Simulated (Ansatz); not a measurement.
A plane-wave DFT run in Ansatz 0.2.0 (scalar-relativistic PAW potentials unless the input names others): input and command.

```yaml
crystal:
  lattice:
    - [4.6253120424, 0.0, 0.0]
    - [-2.3126560212, 4.0056377291, 0.0]
    - [0.0, 0.0, 11.3203472186]
  atoms:
    - { symbol: Sn, position: [0.0, 0.0, -3.88882e-05] }
    - { symbol: Sn, position: [0.0, 0.0, 0.2500388882] }
    - { symbol: Sn, position: [0.3333333333, 0.6666666667, 0.3332944452] }
    - { symbol: Sn, position: [0.3333333333, 0.6666666667, 0.5833722215] }
    - { symbol: Sn, position: [0.6666666667, 0.3333333333, 0.6666277785] }
    - { symbol: Sn, position: [0.6666666667, 0.3333333333, 0.9167055548] }
basis:
  ecutwfc: "40 Ry/bohr"
kpoints:
  mp_grid: { grid: [12, 12, 4] }
hamiltonian:
  xc: pbesol
scf:
  occupations: { method: gaussian, width: 0.1 }
  max_iter: 75
output:
  forces: true
  eigenvalues: true
  stress: true
```

```bash
ansatz run input.yaml --threads 1 --pin off --max-ram 2560MiB --backend cpu --events-out ev --progress --plain --runs-dir out
```

Task: What will the program do with this input?

Result: The program refuses it, because of a cutoff in the wrong unit (basis.ecutwfc: 420 → "40 Ry/bohr"). With the sound run's settings it is accepted.

Abridged log:
```
Error: YAML parse error: error: line 14 column 12: unknown unit factor `Ry/bohr`
  --> <input>:14:12
   |
12 |     - { symbol: Sn, position: [0.6666666667, 0.3333333333, 0.9167055548] }
13 | basis:
14 |   ecutwfc: "40 Ry/bohr"
   |            ^ unknown unit factor `Ry/bohr`
15 | kpoints:
16 |   mp_grid: { grid: [12, 12, 4] }
   |
```